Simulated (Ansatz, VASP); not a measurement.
TaH3: VASP beside Ansatz

```
Ta H
1.0
    -3.31470    3.31470    3.31470
     3.31470   -3.31470    3.31470
     3.31470    3.31470   -3.31470
Ta H
4 12
Direct
  0.50000 0.50000 0.50000
  0.00000 0.00000 0.50000
  0.00000 0.50000 0.00000
  0.50000 0.00000 0.00000
  0.50072 0.66075 0.83998
  0.83998 0.50072 0.66075
  0.66075 0.83998 0.50072
  0.17923 0.33925 0.83998
  0.16002 0.82077 0.66075
  0.33925 0.16002 0.49928
  0.82077 0.66075 0.16002
  0.16002 0.49928 0.33925
  0.33925 0.83998 0.17923
  0.49928 0.33925 0.16002
  0.83998 0.17923 0.33925
  0.66075 0.16002 0.82077
```

Alike in both runs: functional PBE; k mesh 4 × 4 × 4; occupations gaussian, width 0.1 eV; no spin polarisation.

Ansatz relaxed the structure, and its values are those at the end. VASP's run is a single point on that final structure, the one shown.

```csv
,VASP,Ansatz
version,VASP 6.6.1,Ansatz 0.2.0
potentials or method,"VASP PAW PBE potentials, release 64 (Ta_pv, H)","scalar-relativistic, plane waves, PAW"
plane-wave cutoff (eV),520,420
valence electrons in the cell,56,64
```

|  | VASP | Ansatz | Ansatz less VASP |
| --- | --- | --- | --- |
| gap on the k mesh at the Fermi level (eV) | none | none | - |
| pressure (GPa) | -0.1 | -0.1 | +0.05 |
| rms of the force components (eV/Å) | 0.024 | 0.021 | -0.0031 |

A gap of «none» marks a metal or a gap that the smearing closes. The two sets of potentials don't hold the same shells in valence.

The runs have no spin-orbit coupling, so splittings on Ta are missing.
